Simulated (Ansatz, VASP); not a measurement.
# Ag: VASP beside Ansatz

Contents of INCAR:

```
SYSTEM = Ag
  PREC = Accurate
  ENCUT = 520
  EDIFF = 1E-7
  ISMEAR = 0
  SIGMA = 0.1
  LREAL = .False.
  LASPH = .True.
  NELM = 100
  ALGO = Fast
  ISIF = 2
  LWAVE = .False.
  LCHARG = .False.
  GGA = PE
  NBANDS = 30
```

Contents of KPOINTS:

```
regular mesh
0
Gamma
  18 18 4
  0 0 0
```

The input POSCAR:

```
Ag
1.0
    2.7886453855      0.0000000000      0.0000000000
   -1.3943226927      2.4150377461      0.0000000000
    0.0000000000      0.0000000000      9.5120000000
Ag
4
Direct
    0.3333333333      0.6666666667      0.2500000000
    0.6666666667      0.3333333333      0.7500000000
    0.0000000000      0.0000000000      0.0000000000
    0.0000000000      0.0000000000      0.5000000000
```

Input for Ansatz:

```yaml
crystal:
  lattice:
    - [2.7886453855, 0.0, 0.0]
    - [-1.3943226927, 2.4150377461, 0.0]
    - [0.0, 0.0, 9.512]
  atoms:
    - { symbol: Ag, position: [0.3333333333, 0.6666666667, 0.25] }
    - { symbol: Ag, position: [0.6666666667, 0.3333333333, 0.75] }
    - { symbol: Ag, position: [0.0, 0.0, 0.0] }
    - { symbol: Ag, position: [0.0, 0.0, 0.5] }
basis:
  ecutwfc: 420
kpoints:
  mp_grid: { grid: [18, 18, 4] }
hamiltonian:
  xc: pbe
scf:
  occupations: { method: gaussian, width: 0.1 }
output:
  forces: true
  stress: true
  eigenvalues: true
```

Alike in both runs: task single point; functional PBE; k mesh 18 × 18 × 4; occupations gaussian, width 0.1 eV; no spin polarisation.

|  | VASP | Ansatz |
| --- | --- | --- |
| version | VASP 6.6.1 | Ansatz 0.2.0 |
| potentials or method | VASP PAW PBE potentials, release 64 (Ag) | scalar-relativistic, plane waves, PAW |
| plane-wave cutoff (eV) | 520 | 420 |
| valence electrons in the cell | 44 | 76 |

```tsv
	VASP	Ansatz	Ansatz less VASP
gap on the k mesh at the Fermi level (eV)	none	none	-
pressure (GPa)	13.6	13.9	+0.26
largest component of the traceless stress (GPa)	4.68	4.71	+0.027
```

A gap of «none» marks a metal or a gap that the smearing closes. The two sets of potentials don't hold the same shells in valence.
